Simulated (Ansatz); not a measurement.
The system is SiC.

```
CELL_PARAMETERS angstrom
3.07569 0.00000 0.00000
-1.53785 2.66363 0.00000
0.00000 0.00000 10.07065
ATOMIC_POSITIONS crystal
Si 0.00000 0.00000 0.18789
Si 0.00000 0.00000 0.68789
Si 0.33333 0.66667 0.43784
Si 0.66667 0.33333 0.93784
C 0.00000 0.00000 0.00046
C 0.00000 0.00000 0.50046
C 0.33333 0.66667 0.24980
C 0.66667 0.33333 0.74980
```

The cell is a database's computed one.

Base run:

| Item | Value |
| --- | --- |
| Program | Ansatz 0.2.0 |
| Functional | PBE |
| Potentials or basis | all-electron LAPW, scalar-relativistic |
| Cutoff | 351 eV |
| Density cutoff | 1403 eV |
| Basis error allowed | 0.001 eV/atom |
| k mesh | 10 × 10 × 3 |
| Occupations | fermi-dirac, width 0.05 eV |
| Spin | no spin polarisation |

Its results: band gap on the k mesh 2.23 eV, indirect (least direct gap 3.35 eV); pressure 3.9 GPa; largest force 0.005 eV/Å.

Task: The run is repeated on the same cell with these changes: functional from PBE to PBEsol. What comes out?

Result: Band gap on the k mesh 2.12 eV, indirect (least direct gap 3.25 eV); pressure 0.4 GPa; largest force 0.004 eV/Å.

PBEsol binds more tightly than PBE, so the same cell stands under less pressure.

Caveats: an odd mesh through Γ misses points on the zone boundary, where band edges often lie.

Not every run made on this cell is shown here.
